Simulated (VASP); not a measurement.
# GaN (P6_3mc) in VASP: relaxation of cell and atoms with LDA

Aim: the relaxation of cell and atoms of GaN with LDA.

Program: VASP 6.6.1. These are calculated values, not measurements. Logs are shortened: lines on timing, memory, paths and dates and some standing lists are left out, and cuts for length are marked.

**1. Starting point**

It takes space group P6_3mc (No. 186, hexagonal). The conventional cell has a = 3.190 Å, b = 3.190 Å, c = 5.189 Å, α = 90.00°, β = 90.00°, γ = 120.00°. Ga (site symmetry 3m) is surrounded by 4 N at 1.95 to 1.96 Å. N (site symmetry 3m) has 4 Ga at 1.95 to 1.96 Å as nearest neighbours.

The cell was built by a generator and isn't the measured one.

**2. Relaxation of cell and atoms, LDA**

File INCAR:

```
PREC = Accurate ; ENCUT = 600
EDIFF = 1E-7 ; ISMEAR = 0
SIGMA = 0.02 ; LREAL = False
LASPH = True ; NELM = 80
ALGO = Fast ; ISIF = 3
LWAVE = False ; LCHARG = False
GGA = CA ; IBRION = 2
NSW = 60 ; EDIFFG = -0.02
```

File KPOINTS:

```
Automatic mesh
0
Gamma
  6 6 4
```

File POSCAR:

```
GaN
1.0
    3.1900000000      0.0000000000      0.0000000000
   -1.5950000000      2.7626210381      0.0000000000
    0.0000000000      0.0000000000      5.1890000000
Ga N
2 2
Direct
    0.3333333333      0.6666666667      0.0000000000
    0.6666666667      0.3333333333      0.5000000000
    0.3333333333      0.6666666667      0.3770000000
    0.6666666667      0.3333333333      0.8770000000
```

Potentials or basis: VASP PAW LDA potentials, release 64 (Ga_d, N).

Run with:

```sh
cat potpaw_LDA.64/Ga_d/POTCAR potpaw_LDA.64/N/POTCAR > POTCAR
mpirun -np 1 vasp_std > vasp.out
```

OUTCAR:

```text
PREC = Accurate
   ENCUT = 600
   EDIFF = 1E-7
   ISMEAR = 0
   LREAL = False
   LASPH = True
   NELM = 80
   ISIF = 3
   GGA = CA
   IBRION = 2
   NSW = 60
   EDIFFG = -0.02

 ion  position               nearest neighbor table
   1  0.333  0.667  0.000-   4 1.95   4 1.95   4 1.95   3 1.96
   2  0.667  0.333  0.500-   3 1.95   3 1.95   3 1.95   4 1.96
   3  0.333  0.667  0.377-   2 1.95   2 1.95   2 1.95   1 1.96
   4  0.667  0.333  0.877-   1 1.95   1 1.95   1 1.95   2 1.96

  LATTYP: Found a hexagonal cell.
 ALAT       =     3.1900000000
 C/A-ratio  =     1.6266457680

  Lattice vectors:

 A1 = (   3.1900000000,   0.0000000000,   0.0000000000)
 A2 = (  -1.5950000000,   2.7626210381,   0.0000000000)
 A3 = (   0.0000000000,   0.0000000000,   5.1890000000)

Analysis of symmetry for initial positions (statically):
=====================================================================
 Subroutine PRICEL returns:
 Original cell was already a primitive cell.

 Routine SETGRP: Setting up the symmetry group for a
 hexagonal supercell.

 Subroutine GETGRP returns: Found 12 space group operations
 (whereof  6 operations were pure point group operations)
 out of a pool of 24 trial point group operations.

The static configuration has the point symmetry C_3v.
 The point group associated with its full space group is C_6v.

Analysis of symmetry for dynamics (positions and initial velocities):
=====================================================================
 Subroutine PRICEL returns:
 Original cell was already a primitive cell.

 Routine SETGRP: Setting up the symmetry group for a
 hexagonal supercell.

 Subroutine GETGRP returns: Found 12 space group operations
 (whereof  6 operations were pure point group operations)
 out of a pool of 24 trial point group operations.

The dynamic configuration has the point symmetry C_3v.
 The point group associated with its full space group is C_6v.

 Subroutine INISYM returns: Found 12 space group operations
 (whereof  6 operations are pure point group operations),
 and found     1 'primitive' translations

----------------------------------------------------------------------------------------

                                     Primitive cell

  volume of cell :      45.7294

  direct lattice vectors                    reciprocal lattice vectors
     3.190000000  0.000000000  0.000000000     0.313479624  0.180987545  0.000000000
    -1.595000000  2.762621038  0.000000000     0.000000000  0.361975090  0.000000000
     0.000000000  0.000000000  5.189000000     0.000000000  0.000000000  0.192715359

  length of vectors
     3.190000000  3.190000000  5.189000000     0.361975090  0.361975090  0.192715359

  position of ions in fractional coordinates (direct lattice)
     0.333333333  0.666666667  0.000000000
     0.666666667  0.333333333  0.500000000
     0.333333333  0.666666667  0.377000000
     0.666666667  0.333333333  0.877000000

  ion indices of the primitive-cell ions
   primitive index   ion index
                 1           1
                 2           2
                 3           3
                 4           4

----------------------------------------------------------------------------------------

 KPOINTS: Automatic mesh

Automatic generation of k-mesh.
 Grid dimensions read from file:
 generate k-points for:    6    6    4

 Generating k-lattice:

  Cartesian coordinates                     Fractional coordinates (reciprocal lattice)
     0.052246604  0.030164591  0.000000000     0.166666667  0.000000000  0.000000000
     0.000000000  0.060329182  0.000000000     0.000000000  0.166666667  0.000000000
     0.000000000  0.000000000  0.048178840     0.000000000  0.000000000  0.250000000

  Length of vectors
     0.060329182  0.060329182  0.048178840

  Shift w.r.t. Gamma in fractional coordinates (k-lattice)
     0.000000000  0.000000000  0.000000000

 Subroutine IBZKPT returns following result:
 ===========================================

 Found     21 irreducible k-points:

 Following reciprocal coordinates:
            Coordinates               Weight
  0.000000  0.000000  0.000000      1.000000
  0.166667 -0.000000  0.000000      6.000000
  0.333333 -0.000000  0.000000      6.000000
  0.500000 -0.000000  0.000000      3.000000
  0.166667  0.166667  0.000000      6.000000
  0.333333  0.166667  0.000000     12.000000
[... 13 lines left out ...]
  0.333333  0.166667  0.500000     12.000000
  0.333333  0.333333  0.500000      2.000000
   k-points           NKPTS =     21   k-points in BZ     NKDIM =     21   number of bands    NBANDS=     22
   number of dos      NEDOS =    301   number of ions     NIONS =      4
   total plane-waves  NPLWV =  32928
   dimension x,y,z NGX =    28 NGY =   28 NGZ =   42
   dimension x,y,z NGXF=    56 NGYF=   56 NGZF=   84
   ions per type =               2   2
   NGX,Y,Z   is equivalent  to a cutoff of  14.59, 14.59, 13.46 a.u.
   NGXF,Y,Z  is equivalent  to a cutoff of  29.18, 29.18, 26.91 a.u.
 SYSTEM =  unknown system
   PREC   = accura    normal or accurate (medium, high low for compatibility)
   ISTART =      0    job   : 0-new  1-cont  2-samecut
   ICHARG =      2    charge: 1-file 2-atom 10-const
   ISPIN  =      1    spin polarized calculation?
   LNONCOLLINEAR =      F non collinear calculations
   LSORBIT =      F    spin-orbit coupling
   LASPH  =      T    aspherical Exc in radial PAW
   ENCUT  =  600.0 eV  44.10 Ry    6.64 a.u.   6.37  6.37 10.36*2*pi/ulx,y,z
   NELM   =     80;   NELMIN=  2; NELMDL= -5     # of ELM steps
   EDIFF  = 0.1E-06   stopping-criterion for ELM
   LREAL  =      F    real-space projection
   EDIFFG = -.2E-01   stopping-criterion for IOM
   NSW    =     60    number of steps for IOM
   IBRION =      2    ionic relax: 0-MD 1-quasi-New 2-CG
   NFREE  =      1    steps in history (QN), initial steepest desc. (CG)
   ISIF   =      3    stress and relaxation
   ISYM   =      2    0-nonsym 1-usesym 2-fastsym
   POTIM  = 0.5000    time-step for ionic-motion
   TEBEG  =    0.0;   TEEND  =   0.0 temperature during run
   PSTRESS=    0.0 pullay stress
   NELECT =      36.0000    total number of electrons
   NUPDOWN=      -1.0000    fix difference up-down
   EMIN   =  10.00;   EMAX   =-10.00  energy-range for DOS
   EFERMI =   0.00;   METHOD = LEGACY
   ISMEAR =     0;   SIGMA  =   0.02  broadening in eV -4-tet -1-fermi 0-gaus
   EFERMI_NEDOS =   21; number of points for ismear=-14 and -15
   IALGO  =     68    algorithm
   IMIX   =      4    mixing-type and parameters
     AMIX     =   0.40;   BMIX     =  1.00
     AMIX_MAG =   1.60;   BMIX_MAG =  1.00
  volume/ion in A,a.u.               =      11.43        77.15
  Fermi-wavevector in a.u.,A,eV,Ry     =   1.511624  2.856555 31.089409  2.285007
  Thomas-Fermi vector in A             =   2.621656
   LORBIT       =      0    0 simple, 1 ext, 2 COOP (PROOUT), +10 PAW based schemes
   GGA     = CA    functional components
   LHFCALC =     F    Hartree Fock is set to
   AEXX    =    0.0000 exact exchange contribution
   IVDW    =     0    specifies the selected vdW correction
   LEPSILON=     F    determine dielectric tensor
   LRPA    =     F    only Hartree local field effects (RPA)
 conjugate gradient relaxation of ions
 non-spin polarized calculation
 RMM-DIIS sequential band-by-band and
 Gauss-broadening in eV      SIGMA  =   0.02
  energy-cutoff  :      600.00
  volume of cell :       45.73
 maximum number of plane-waves:      1550
 NGX is ok and might be reduce to    28
   NGX = 13   NGY = 13   NGZ = 21

--------------------------------------- Ionic step        1  -------------------------------------------

 number of electron      35.9999996 magnetization

 Free energy of the ion-electron system (eV)
  ---------------------------------------------------
  ext. energy  EPLUGINS =         0.00000000
  ---------------------------------------------------
  free energy    TOTEN  =       -27.88524035 eV

  energy without entropy =      -27.88524035  energy(sigma->0) =      -27.88524035

------------------------ aborting loop because EDIFF is reached ----------------------------------------

  FORCE on cell =-STRESS in cart. coord.  units (eV):
  Direction    XX          YY          ZZ          XY          YZ          ZX
  --------------------------------------------------------------------------------------
  -------------------------------------------------------------------------------------
  Total       -1.6170758     -1.6170758     -1.4764227      0.0000000      0.0000000     -0.0000000
  in kB      -56.6559197    -56.6559197    -51.7279916      0.0000000      0.0000000     -0.0000000
  external PRESSURE =     -55.0132770 kB  Pullay stress =       0.0000000 kB

 VOLUME and BASIS-vectors are now :
 -----------------------------------------------------------------------------
  energy-cutoff  :      600.00
  volume of cell :       45.73
      direct lattice vectors                 reciprocal lattice vectors
     3.190000000  0.000000000  0.000000000     0.313479624  0.180987545  0.000000000
    -1.595000000  2.762621038  0.000000000     0.000000000  0.361975090  0.000000000
     0.000000000  0.000000000  5.189000000     0.000000000  0.000000000  0.192715359
[... 39 lines left out ...]
 POSITION                                       TOTAL-FORCE (eV/Angst)
 -----------------------------------------------------------------------------------
     -0.00000      1.80583      0.00041        -0.000000      0.000000      0.029889
      1.56389      0.90291      2.54871         0.000000      0.000000      0.029889
     -0.00000      1.80583      1.92101         0.000000     -0.000000     -0.029889
      1.56389      0.90291      4.46931        -0.000000     -0.000000     -0.029889
 -----------------------------------------------------------------------------------
    total drift:                               -0.000000      0.000000      0.000098

  FREE ENERGIE OF THE ION-ELECTRON SYSTEM (eV)
  ---------------------------------------------------
  free  energy   TOTEN  =       -27.8856825188 eV

  energy  without entropy=      -27.8856825188  energy(sigma->0) =      -27.88568252

--------------------------------------- Ionic step        3  -------------------------------------------

 number of electron      35.9999988 magnetization

 Free energy of the ion-electron system (eV)
  ---------------------------------------------------
  ext. energy  EPLUGINS =         0.00000000
  ---------------------------------------------------
  free energy    TOTEN  =       -27.90846873 eV

  energy without entropy =      -27.90846873  energy(sigma->0) =      -27.90846873

 E-fermi :   5.5216     XC(G=0): -12.2718

 val. band max:        5.3835303368   @ k =   0.0000   0.0000   0.0000
 cond. band min:       7.5013767428   @ k =   0.0000   0.0000   0.0000
 fundamental gap:      2.1178464061
 Fermi energy:         5.5216365856

 k-point     1 :       0.0000    0.0000    0.0000
  band No.  band energies     occupation
      1     -10.7125      2.00000
      2      -9.7492      2.00000
      3      -8.1960      2.00000
      4      -8.1802      2.00000
      5      -8.1802      2.00000
      6      -8.1141      2.00000
[... 14 lines left out ...]
     21      14.5878      0.00000
     22      15.2569      0.00000
[... 520 lines left out ...]
 POSITION                                       TOTAL-FORCE (eV/Angst)
 -----------------------------------------------------------------------------------
     -0.00000      1.82349      0.00021         0.000000      0.000000      0.018008
      1.57919      0.91175      2.57122        -0.000000      0.000000      0.018008
     -0.00000      1.82349      1.93834         0.000000     -0.000000     -0.018008
      1.57919      0.91175      4.50936        -0.000000     -0.000000     -0.018008
 -----------------------------------------------------------------------------------
    total drift:                               -0.000000     -0.000000      0.000825

  FREE ENERGIE OF THE ION-ELECTRON SYSTEM (eV)
  ---------------------------------------------------
  free  energy   TOTEN  =       -27.9084687329 eV

  energy  without entropy=      -27.9084687329  energy(sigma->0) =      -27.90846873

 reached required accuracy - stopping structural energy minimisation
```

It took 83 s on 1 thread of Intel Xeon Platinum 8259CL at 2.50GHz (Skylake/Cascade Lake), shared host; peak memory 0.17 GiB.

Results:

```
Free energy                            : -27.9085 eV
Relaxed volume                         : 11.11 Å³/atom
Relaxed cell                           : a = 3.158 Å, b = 3.158 Å, c = 5.142 Å, α = 90.00°, β = 90.00°, γ = 120.00°
Space group after relaxing (to 0.05 Å) : P6_3mc (No. 186)
Energy gained by relaxing              : 5.8 meV/atom
Ionic steps                            : 3
Pressure after relaxing                : 0.0 GPa
Largest force after relaxing           : 0.018 eV/Å
Band gap on the k mesh                 : 2.12 eV, direct
```

Forces on the atoms (eV/Å):
```
Ga   0.000  0.000  0.018
Ga   0.000  0.000  0.018
N    0.000  0.000 -0.018
N    0.000  0.000 -0.018
```

Step by step:
```csv
step,energy change (eV),largest force (eV/Å),pressure (GPa),volume (Å³)
1,0.0000,0.0087,-5.50,45.73
2,-0.0004,0.0299,6.06,43.18
3,-0.0232,0.0180,-0.01,44.42
```

Final structure:
```yaml
crystal:
  lattice:
    - [3.15838, 0.00000, 0.00000]
    - [-1.57919, 2.73524, 0.00000]
    - [0.00000, 0.00000, 5.14204]
  atoms:
    - { symbol: Ga, position: [0.33333, 0.66667, 0.00004] }
    - { symbol: Ga, position: [0.66667, 0.33333, 0.50004] }
    - { symbol: N, position: [0.33333, 0.66667, 0.37696] }
    - { symbol: N, position: [0.66667, 0.33333, 0.87696] }
```
